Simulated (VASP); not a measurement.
## ZrSe2: relaxation of cell and atoms with PBE

ZrSe2, a slab with vacuum:

```
Se Zr
1.0
     3.80058    0.00000    0.00000
    -1.90029    3.29140    0.00000
     0.00000    0.00000   27.28800
Se Zr
4 2
Direct
  0.66667 0.33333 0.31665
  0.33333 0.66667 0.43266
  0.66667 0.33333 0.56734
  0.33333 0.66667 0.68335
  0.00000 0.00000 0.37464
  0.00000 0.00000 0.62536
```

```json
{"Program": "VASP 6.6.1", "Task": "relaxation of cell and atoms", "Functional": "PBE", "Potentials or basis": "VASP PAW PBE potentials, release 64 (Se, Zr_sv)", "Cutoff": "600 eV", "k mesh": "9 × 9 × 1", "Occupations": "gaussian, width 0.03 eV", "Spin": "no spin polarisation", "Further INCAR settings": "ALGO = Normal; EDIFF = 1e-07; IBRION = 2; EDIFFG = -0.005; NSW = 90; ISIF = 3"}
```

The relaxed volume is 56.91 Å³/atom, the relaxed cell is a = 3.801 Å, b = 3.801 Å, c = 27.288 Å, α = 90.00°, β = 90.00°, γ = 120.00° and the space group after relaxing (to 0.05 Å) is P-3m1 (No. 164). The energy gained by relaxing is 0.0 meV/atom. The ionic steps are 2 and the band gap on the k mesh is 0.48 eV, indirect (least direct gap 1.11 eV).

Final structure:
```
CELL_PARAMETERS angstrom
3.80106 0.00000 0.00000
-1.90053 3.29182 0.00000
0.00000 0.00000 27.28800
ATOMIC_POSITIONS crystal
Se 0.66667 0.33333 0.31664
Se 0.33333 0.66667 0.43266
Se 0.66667 0.33333 0.56734
Se 0.33333 0.66667 0.68336
Zr 0.00000 0.00000 0.37465
Zr 0.00000 0.00000 0.62535
```

Levels at points of the mesh, in eV from the valence-band top:
```
           k point  band 20  band 21  band 22  band 23  band 24  band 25  band 26  band 27  band 28
(0.00, 0.00, 0.00)    -0.80    -0.03    -0.03     0.00     0.00     1.11     1.11     1.12     1.12
```

Run time: 4.1 min on 1 thread of Intel(R) Xeon(R) 6975P-C (Granite Rapids), with other jobs on the host, peak memory 0.55 GiB.

Caveat: without dispersion, layers of such crystals drift apart on relaxing, which shifts levels and gaps; volumes and pressures include the vacuum.
